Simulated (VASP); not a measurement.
Crystal: K.

```
CELL_PARAMETERS angstrom
-2.20811 2.20811 8.04587
2.20811 -2.20811 8.04587
2.20811 2.20811 -8.04587
ATOMIC_POSITIONS crystal
K 0.07200 0.28700 0.91800
K 0.32200 0.03700 0.41800
```

This isn't the form of K at room conditions, which is bcc.

* Program: VASP 6.6.1
* Task: relaxation of cell and atoms
* Functional: LDA
* Potentials or basis: VASP PAW LDA potentials, release 64 (K_sv)
* Cutoff: 600 eV
* k mesh: 2 × 2 × 2
* Occupations: fermi-dirac, width 0.039 eV
* Spin: no spin polarisation

At the start: pressure -0.2 GPa; volume 78.46 Å³/atom.

Question: How do energy, volume and symmetry change on relaxing?

Answer: Over 13 steps the energy falls by 48.6 meV/atom and the volume is 75.19 Å³/atom (-4.2 %); space group I4_1/amd (No. 141, to 0.05 Å).

Step by step:
```csv
step,energy change (eV),largest force (eV/Å),pressure (GPa),volume (Å³)
1,0.0000,0.0000,-0.17,156.92
2,-0.0142,0.0000,-0.15,155.02
3,-0.0616,0.0000,-0.05,149.18
4,-0.0850,0.0000,0.31,136.91
5,-0.0904,0.0000,0.18,140.66
6,-0.0947,0.0000,0.12,143.84
7,-0.0966,0.0000,0.02,149.37
8,-0.0967,0.0000,0.08,148.29
9,-0.0966,0.0000,0.04,148.88
10,-0.0967,0.0000,0.04,148.63
11,-0.0967,0.0000,0.04,148.46
12,-0.0971,0.0000,0.01,149.78
13,-0.0971,0.0000,-0.01,150.39
```

Final structure:
```cif
data_structure
_symmetry_space_group_name_H-M 'P 1'
_symmetry_Int_Tables_number 1
_cell_length_a 7.6899
_cell_length_b 7.6899
_cell_length_c 7.6899
_cell_angle_alpha 144.792
_cell_angle_beta 144.792
_cell_angle_gamma 50.644
_cell_volume 150.39
loop_
_atom_site_label
_atom_site_type_symbol
_atom_site_fract_x
_atom_site_fract_y
_atom_site_fract_z
_atom_site_occupancy
K1 K 0.07200 0.28700 0.91800 1
K2 K 0.32200 0.03700 0.41800 1
```

Caveat: the k mesh is coarse (spacing up to 1.01 Å⁻¹), so the values aren't converged.
